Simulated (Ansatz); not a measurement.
# TiC (Fm-3m) in Ansatz: relaxation of cell and atoms with revPBE+D3(BJ)

Aim: the relaxation of cell and atoms of TiC with revPBE+D3(BJ).

All numbers are computed with Ansatz 0.2.0; they aren't measurements. Logs are shortened: lines on timing, memory, paths and dates and some standing lists are left out, and cuts for length are marked.

## Step 1: The structure

The structure is cubic, space group Fm-3m (No. 225). Conventional cell: a = 4.331 Å, b = 4.331 Å, c = 4.331 Å, α = 90.00°, β = 90.00°, γ = 90.00°. Ti (site symmetry m-3m) has 6 C at 2.17 Å as nearest neighbours. Around C (site symmetry m-3m) lie 6 Ti at 2.17 Å.

The cell is a database's computed one.

## Step 2: Relaxation of cell and atoms, revPBE+D3(BJ)

File input.yaml:

```yaml
crystal:
  lattice:
    - [0.0, 2.1657188437, 2.1657188437]
    - [2.1657188437, 0.0, 2.1657188437]
    - [2.1657188437, 2.1657188437, 0.0]
  atoms:
    - { symbol: Ti, position: [0.0, 0.0, 0.0] }
    - { symbol: C, position: [0.5, 0.5, 0.5] }
kpoints:
  mp_grid: { grid: [11, 11, 11] }
scf:
  occupations: { method: tetrahedron }
hamiltonian:
  xc: revpbe
  dispersion: d3bj
  pseudopotentials: { kind: all_electron, lapw: { basis_error: 0.001 } }
output:
  forces: true
  stress: true
relax:
  f_tol: 0.005
  max_steps: 60
  cell: {}
```

Potentials or basis: all-electron LAPW, scalar-relativistic.

On the command line:

```
$ ansatz run input.yaml --threads 1 --pin off --max-ram 3072MiB --backend cpu --events-out ev --progress --plain --runs-dir out
```

What it wrote:

```text
Warning: relax: with tetrahedron occupations the Hellmann–Feynman forces and the energy need not agree along the walk (scf.occupations.method in the input reference, under Limitations); prefer a smearing scheme for the relaxation and re-run the relaxed geometry with tetrahedron occupations for the final energies/DOS
Warning: output.forces, output.stress, relax.cell or npt_langevin: where a Kohn–Sham band that disperses or a degenerate level is filled in part under the method tetrahedron, the forces or the stress that this run publishes need not agree with its energy (scf.occupations.method in the input reference, under Limitations); prefer a smearing scheme for the forces or the stress
Warning: RAYON_NUM_THREADS=1 ignored (pool sized by the plan → 1); use --threads N
The last accepted step is kept in <dir> (removed where the run ends without a failure and the disk answers)
LAPW: plane waves up to 9.315 Å⁻¹, error target 1.0e-3 eV per atom; small_component_spin mean_spin; C in spheres of 0.911 Å, 6 of its electrons in bands, Dirac shells []; Ti in spheres of 1.190 Å, 18 of its electrons in bands, Dirac shells [] (how accurate: hamiltonian.pseudopotentials.lapw.basis_error, Limitations)
Engine: ansatz 0.2.0, aarch64-unknown-linux-gnu
Pseudopotentials: kind: all_electron
Pseudopotential: Ti, LAPW, valence charge 18, lapw/all_electron/scalar/gaussian/Ti, Koelling and Harmon's equation, gaussian nucleus
Pseudopotential: C, LAPW, valence charge 6, lapw/all_electron/scalar/gaussian/C, Koelling and Harmon's equation, gaussian nucleus
Functional definition: revPBE
  parameter kappa = 1.245
  parameter beta = 0.06672455060314922
  exchange = pbe_x(kappa = kappa, mu = beta*pi^2/3)
  correlation = pbe_c(beta = beta)
davidson cushion auto → on  (no smearing: the cushion is to keep the highest requested band from converging to the state above it; pin scf.eigensolver.cushion to override)
Crystal: 2 atoms, lattice volume = 20.316 Å³
Basis set: ecut = 330.55475407110436 eV, 283 PW (Γ), exchange–correlation at level 2
Bands: 16, of which v1, the nominal top of the filled ones, is band 12 counted from 1 (11 counted from 0)
Symmetry: 48 space group operations
Space group: Fm-3m (ITA 225), of the structure as read, at distance tolerance 2.7e-5 Å
k-points: 56 of 1331
Non-local potential: Ti, projectors of the file, none
Non-local potential: C, projectors of the file, none
Initial density: superposition of atomic densities (chi_scale 0.1, normalization cell, long waves kept (reshape's long-wave potential 0.00 eV rms))
Initial wavefunctions: plane waves of lowest kinetic energy (no species holds an atomic orbital)
Functional: x = revpbe(κ = 1.245, μ = 0.2195149727645171), c = pbe(β = 0.06672455060314922)
iter 1 solved again at ethr=2.79e-2 eV; its pass at ethr=1.00e-1 eV (dr2=6.69e0 eV) is discarded
SCF iter   1: F=—  HF=-24279.842933 eV  |F-HF|=—  |Δ(HF+E_count)|=         —  Δρ=1.62e-1  dr2=6.69e0  ethr=2.79e-2  ⟨swp⟩=2.0  Hψ=5565  notcnv=0
preconditioner: auto → none  [metal: no gap  n_scr=8 (ndim 8)  ℏωp=30.8 eV  f_vac=0.000  sad-step TF]
iter 2 solved again at ethr=2.19e-3 eV; its pass at ethr=2.79e-2 eV (dr2=5.26e-1 eV) is discarded
SCF iter   2: F=—  HF=-24277.991223 eV  |F-HF|=—  |Δ(HF+E_count)|=    1.85e0  Δρ=5.40e-2  dr2=5.26e-1  ethr=2.19e-3  ⟨swp⟩=2.0  Hψ=4758  notcnv=0
SCF iter   3: F=—  HF=-24277.554974 eV  |F-HF|=—  |Δ(HF+E_count)|=   4.36e-1  Δρ=1.80e-2  dr2=5.98e-2  ethr=2.19e-3  ⟨swp⟩=3.0  Hψ=2785  notcnv=0
SCF iter   4: F=—  HF=-24277.577482 eV  |F-HF|=—  |Δ(HF+E_count)|=         —  Δρ=9.79e-3  dr2=1.91e-2  ethr=2.49e-4  ⟨swp⟩=2.2  Hψ=2762  notcnv=0
the basis was enlarged: its passes take 118.4 KiB over the memory plan, 1 of 1 planned eigensolver slots
SCF iter   5: F=—  HF=-24277.564627 eV  |F-HF|=—  |Δ(HF+E_count)|=   1.29e-2  Δρ=9.33e-4  dr2=1.32e-4  ethr=7.97e-5  ⟨swp⟩=2.8  Hψ=2831  notcnv=0
SCF iter   6: F=—  HF=-24277.564605 eV  |F-HF|=—  |Δ(HF+E_count)|=   2.15e-5  Δρ=8.02e-5  dr2=6.98e-7  ethr=5.49e-7  ⟨swp⟩=3.0  Hψ=3164  notcnv=0
SCF iter   7: F=—  HF=-24277.564604 eV  |F-HF|=—  |Δ(HF+E_count)|=   1.45e-6  Δρ=4.83e-5  dr2=5.06e-7  ethr=2.91e-9  ⟨swp⟩=3.0  Hψ=3183  notcnv=0
SCF iter   8: F=—  HF=-24277.564601 eV  |F-HF|=—  |Δ(HF+E_count)|=   2.24e-6  Δρ=1.69e-5  dr2=6.72e-8  ethr=2.11e-9  ⟨swp⟩=2.5  Hψ=2776  notcnv=0
SCF iter   9: F=-24277.564600 eV  HF=-24277.564600 eV  |F-HF|=9.09e-11  |Δ(HF+E_count)|=   9.46e-7  Δρ=4.34e-7  dr2=3.12e-11  ethr=2.80e-10  ⟨swp⟩=2.8  Hψ=2807  notcnv=0
SCF 1 converged in 9 iterations: F = -24277.564600 eV  dr2 = 3.12e-11
relax step   1: F+E_penalty+E_count = -24277.56460046 eV  Δ(F+E_penalty+E_count) = +0.000e0 eV  max|allowed force component| = 9.820e-31 eV/Å  Δτ_max = 0.0000 Å  P = -10.628 GPa  Ω = 20.316 Å³  (9 SCF iters, accepted)
Crystal: 2 atoms, lattice volume = 19.569 Å³
Basis set: ecut = 338.91379075171005 eV, 283 PW (Γ), exchange–correlation at level 2
Initial density: handed on by an earlier stage of this run
Initial wavefunctions: those handed on with the density
iter 1 solved again at ethr=1.24e-6 eV; its pass at ethr=1.00e-1 eV (dr2=2.97e-4 eV) is discarded
SCF iter   1: F=—  HF=-24277.593535 eV  |F-HF|=—  |Δ(HF+E_count)|=         —  Δρ=1.42e-3  dr2=3.61e-4  ethr=1.24e-6  ⟨swp⟩=3.6  Hψ=5018  notcnv=0
preconditioner: auto → none  [metal: no gap  n_scr=8 (ndim 8)  ℏωp=23.7 eV  f_vac=0.000]
SCF iter   2: F=—  HF=-24277.593227 eV  |F-HF|=—  |Δ(HF+E_count)|=   3.08e-4  Δρ=4.36e-4  dr2=3.92e-5  ethr=1.24e-6  ⟨swp⟩=3.0  Hψ=3117  notcnv=0
SCF iter   3: F=—  HF=-24277.593277 eV  |F-HF|=—  |Δ(HF+E_count)|=   4.96e-5  Δρ=6.12e-4  dr2=8.46e-5  ethr=1.63e-7  ⟨swp⟩=3.0  Hψ=3171  notcnv=0
iter 4 solved again at ethr=2.63e-9 eV; its pass at ethr=1.63e-7 eV (dr2=6.32e-7 eV) is discarded
SCF iter   4: F=—  HF=-24277.593225 eV  |F-HF|=—  |Δ(HF+E_count)|=   5.16e-5  Δρ=8.16e-5  dr2=6.31e-7  ethr=2.63e-9  ⟨swp⟩=2.0  Hψ=5035  notcnv=0
SCF iter   5: F=-24277.593227 eV  HF=-24277.593227 eV  |F-HF|=3.64e-12  |Δ(HF+E_count)|=   2.05e-6  Δρ=2.47e-6  dr2=9.20e-10  ethr=2.63e-9  ⟨swp⟩=2.0  Hψ=2744  notcnv=0
SCF 2 converged in 5 iterations: F = -24277.593227 eV  dr2 = 9.20e-10
relax step   2: F+E_penalty+E_count = -24277.59322713 eV  Δ(F+E_penalty+E_count) = -2.863e-2 eV  max|allowed force component| = 8.423e-31 eV/Å  Δτ_max = 0.0000 Å  P = -1.456 GPa  Ω = 19.569 Å³  (5 SCF iters, accepted)
Crystal: 2 atoms, lattice volume = 19.455 Å³
Basis set: ecut = 340.2306674702136 eV, 283 PW (Γ), exchange–correlation at level 2
iter 1 solved again at ethr=1.40e-8 eV; its pass at ethr=1.00e-1 eV (dr2=3.36e-6 eV) is discarded
SCF iter   1: F=—  HF=-24277.593679 eV  |F-HF|=—  |Δ(HF+E_count)|=         —  Δρ=2.20e-4  dr2=8.31e-6  ethr=1.40e-8  ⟨swp⟩=5.0  Hψ=5147  notcnv=0
preconditioner: auto → none  [metal: no gap  n_scr=8 (ndim 8)  ℏωp=23.8 eV  f_vac=0.000]
SCF iter   2: F=—  HF=-24277.593670 eV  |F-HF|=—  |Δ(HF+E_count)|=   8.96e-6  Δρ=5.68e-5  dr2=5.77e-7  ethr=1.40e-8  ⟨swp⟩=3.0  Hψ=3154  notcnv=0
SCF iter   3: F=—  HF=-24277.593676 eV  |F-HF|=—  |Δ(HF+E_count)|=   6.70e-6  Δρ=9.10e-5  dr2=1.85e-6  ethr=2.40e-9  ⟨swp⟩=3.0  Hψ=3182  notcnv=0
iter 4 solved again at ethr=7.06e-11 eV; its pass at ethr=2.40e-9 eV (dr2=1.69e-8 eV) is discarded
SCF iter   4: F=-24277.593672 eV  HF=-24277.593672 eV  |F-HF|=1.66e-8  |Δ(HF+E_count)|=   4.05e-6  Δρ=1.34e-5  dr2=1.69e-8  ethr=7.06e-11  ⟨swp⟩=2.0  Hψ=5093  notcnv=0
SCF 3 converged in 4 iterations: F = -24277.593672 eV  dr2 = 1.69e-8
relax step   3: F+E_penalty+E_count = -24277.59367223 eV  Δ(F+E_penalty+E_count) = -4.451e-4 eV  max|allowed force component| = 1.035e-30 eV/Å  Δτ_max = 0.0000 Å  P = +0.100 GPa  Ω = 19.455 Å³  (4 SCF iters, accepted)
Crystal: 2 atoms, lattice volume = 19.463 Å³
Basis set: ecut = 340.1462261381929 eV, 283 PW (Γ), exchange–correlation at level 2
iter 1 solved again at ethr=1.28e-10 eV; its pass at ethr=1.00e-1 eV (dr2=3.06e-8 eV) is discarded
SCF iter   1: F=—  HF=-24277.593676 eV  |F-HF|=—  |Δ(HF+E_count)|=         —  Δρ=1.86e-5  dr2=6.52e-8  ethr=1.28e-10  ⟨swp⟩=4.9  Hψ=5090  notcnv=0
SCF iter   2: F=-24277.593677 eV  HF=-24277.593677 eV  |F-HF|=1.02e-8  |Δ(HF+E_count)|=   1.09e-6  Δρ=7.12e-6  dr2=8.01e-9  ethr=1.28e-10  ⟨swp⟩=3.0  Hψ=3221  notcnv=0
SCF 4 converged in 2 iterations: F = -24277.593677 eV  dr2 = 8.01e-9
relax step   4: F+E_penalty+E_count = -24277.59367719 eV  Δ(F+E_penalty+E_count) = -4.956e-6 eV  max|allowed force component| = 6.903e-31 eV/Å  Δτ_max = 0.0000 Å  P = -0.002 GPa  Ω = 19.463 Å³  (2 SCF iters, accepted)
iter 1 solved again at ethr=2.87e-11 eV; its pass at ethr=1.00e-1 eV (dr2=6.88e-9 eV) is discarded
SCF iter   1: F=—  HF=-24277.593679 eV  |F-HF|=—  |Δ(HF+E_count)|=         —  Δρ=6.70e-6  dr2=6.76e-9  ethr=2.87e-11  ⟨swp⟩=3.0  Hψ=4748  notcnv=0
SCF iter   2: F=-24277.593679 eV  HF=-24277.593679 eV  |F-HF|=1.09e-8  |Δ(HF+E_count)|=   4.19e-7  Δρ=6.45e-6  dr2=9.27e-9  ethr=2.82e-11  ⟨swp⟩=3.1  Hψ=3421  notcnv=0  defer=2
SCF 5 converged in 2 iterations: F = -24277.593679 eV  dr2 = 9.27e-9
relax step   5: F+E_penalty+E_count = -24277.59367904 eV  Δ(F+E_penalty+E_count) = -1.855e-6 eV  max|allowed force component| = 7.889e-31 eV/Å  Δτ_max = 0.0000 Å  P = -0.000 GPa  Ω = 19.463 Å³  stress off target by 1.59e-4 GPa  SCF on the basis re-selected at this cell (its energy is not comparable with the rows above)  (2 SCF iters)
basis re-selected at this cell: Δ(F+E_penalty+E_count) = -1.855e-6 eV, ΔP = +0.002 GPa vs the last step (what re-selecting the basis moved, after the strain that the cell walked since its last selection, with what the two solves' SCF thresholds leave and, on support functions, any second-order correction that the steps lacked; it is no measure of the basis error at this ecutwfc). This SCF's stress stands 1.59e-4 GPa from its target on what of the cell is left free (relax.cell.stress_tol is 5.00e-2 GPa) and its largest allowed force component is 7.89e-31 eV/Å (relax.f_tol is 5.00e-3 eV/Å): within both
SCF converged after 2 iterations
Stability not checked: this state was not tested for a lower state beside it, because cold or Methfessel-Paxton smearing, or corrected tetrahedra, fill the levels in a way that the test cannot read (fill_not_monotonic; see scf.lower_state_search)
Free energy (F): -24277.593679 eV
Harris-Foulkes:  -24277.593679 eV  (|F-HF|=1.09e-8)
Internal energy: -24277.593489 eV  (E = F + TS)
E sigma→0 (E₀):  -24277.593679 eV
Entropy (-TS):   -0.000190 eV (-0.095 meV/atom)
Fermi energy:    16.036258 eV
--- Per-component energies (eV) ---
  E_band       = -3120.255749
  E_kinetic    = 24501.886270
  E_xc         = -1300.961823
  E_electrostatic = -47476.734377  (all electrons and nuclei)
  E_disp       = -1.783558  (pairwise vdW)
  E_smearing   = -0.000190  (= −TS)
  E_closure    = 0.000000  (closes the sum)
  E_atoms      = -24259.005158  (free atoms, spherical and without spin; not in F)
  Σ components = -24277.593679   (vs F -24277.593679, Δ=0.00e0)
  Basis errors (estimates in eV, not in F): energy 3.3e-4 per atom: plane waves 2.8e-4 (1.6e-4 summed), levels above the bands 0.0e0, relativity 2.5e-8, radial functions 4.2e-5, core shells 7.5e-7; eigenvalues (radial functions only) 1.7e-6; not estimated: angular momenta, meshes, grids; target (lapw.basis_error) 1.0e-3; muffin-tin radii C 0.898 Å, Ti 1.173 Å
--- Forces (eV/Å), atoms counted from 1 ---
  atom   1  Ti    -0.00000000     0.00000000    -0.00000000
  atom   2  C      0.00000000    -0.00000000     0.00000000
  max |Σ_I F_I| component: 1.05e-30 eV/Å
--- Stress (GPa, compression-positive) ---
       -0.000159      -0.000000      -0.000000
       -0.000000      -0.000159      -0.000000
       -0.000000      -0.000000      -0.000159
  P = ⅓ Tr σ = -0.0002 GPa (-0.002 kbar)
--- Band table (eV; the first three rows and the last of 56) ---
  k-point 0: bands = ["-421.9629", "-421.9629", "-421.9629", "-248.8771", "-40.5400", "-16.5038", "-16.5038", "-16.5038", "3.3433", "16.7126", "16.7126", "16.7126", "17.7195", "17.7195", "17.7195", "17.7981"]
  k-point 1: bands = ["-421.9629", "-421.9629", "-421.9629", "-248.8771", "-40.5331", "-16.5519", "-16.5082", "-16.5082", "3.5398", "15.8549", "16.1413", "16.1413", "17.0566", "17.0566", "18.1546", "19.3217"]
  k-point 2: bands = ["-421.9629", "-421.9629", "-421.9629", "-248.8771", "-40.5144", "-16.6790", "-16.5199", "-16.5199", "4.1021", "14.3669", "14.9515", "14.9515", "17.4251", "17.4251", "18.6306", "20.9547"]
  k-point 55: bands = ["-421.9629", "-421.9629", "-421.9629", "-248.8771", "-40.4236", "-16.8734", "-16.8480", "-16.6926", "6.3067", "12.5267", "12.6933", "13.4126", "18.6401", "19.0879", "19.8300", "21.5617"]
--- Relaxed structure (4 steps of the walk, 4 accepted, 1 SCFs on fresh bases) ---
  F+E_penalty+E_count = -24277.59367904 eV   max|allowed force component| = 7.889e-31 eV/Å   (the final SCF, on the basis selected at the relaxed cell)
  cell:  # Å, volume = 19.4627 Å³
    - [-1.477657889539721e-33, 2.1349659386150273, 2.1349659386150273]
    - [2.1349659386150273, 8.6621324559225e-34, 2.1349659386150273]
    - [2.1349659386150273, 2.1349659386150273, 2.0381488131582354e-34]
  atoms:
    - { symbol: Ti, position: [9.414813691299759e-49, 9.263330885442671e-36, 1.667399559379753e-35] }
    - { symbol: C, position: [0.5, 0.5, 0.5] }
```

Wall time 16 s (1 thread of Arm Neoverse V2, shared host); peak memory 0.3 GiB.

Results:

```
Free energy                            : -24277.5937 eV
Relaxed volume                         : 9.73 Å³/atom
Relaxed cell                           : a = 3.019 Å, b = 3.019 Å, c = 3.019 Å, α = 60.00°, β = 60.00°, γ = 60.00°
Space group after relaxing (to 0.05 Å) : Fm-3m (No. 225)
Energy gained by relaxing              : 14.5 meV/atom
Ionic steps                            : 5
Pressure after relaxing                : 0.0 GPa
Band gap on the k mesh                 : none (metal or under the smearing width)
```

The path:
```
step  energy change (eV)  largest force (eV/Å)  volume (Å³)
   1              0.0000                0.0000        20.32
   2             -0.0286                0.0000        19.57
   3             -0.0291                0.0000        19.46
   4             -0.0291                0.0000        19.46
   5             -0.0291                0.0000        19.46
```

Final structure:
```yaml
crystal:
  lattice:
    - [0.00000, 2.13497, 2.13497]
    - [2.13497, 0.00000, 2.13497]
    - [2.13497, 2.13497, 0.00000]
  atoms:
    - { symbol: Ti, position: [0.00000, 0.00000, 0.00000] }
    - { symbol: C, position: [0.50000, 0.50000, 0.50000] }
```

Levels at points of the mesh, in eV from the Fermi level:
```tsv
k point	band 9	band 10	band 11	band 12	band 13	band 14	band 15	band 16
(0.00, 0.00, 0.00)	-12.69	0.68	0.68	0.68	1.68	1.68	1.68	1.76
```

Caveat: pairwise dispersion overbinds metals, which lowers pressure and volume; with tetrahedron occupations forces and stress needn't match the slope of the energy.
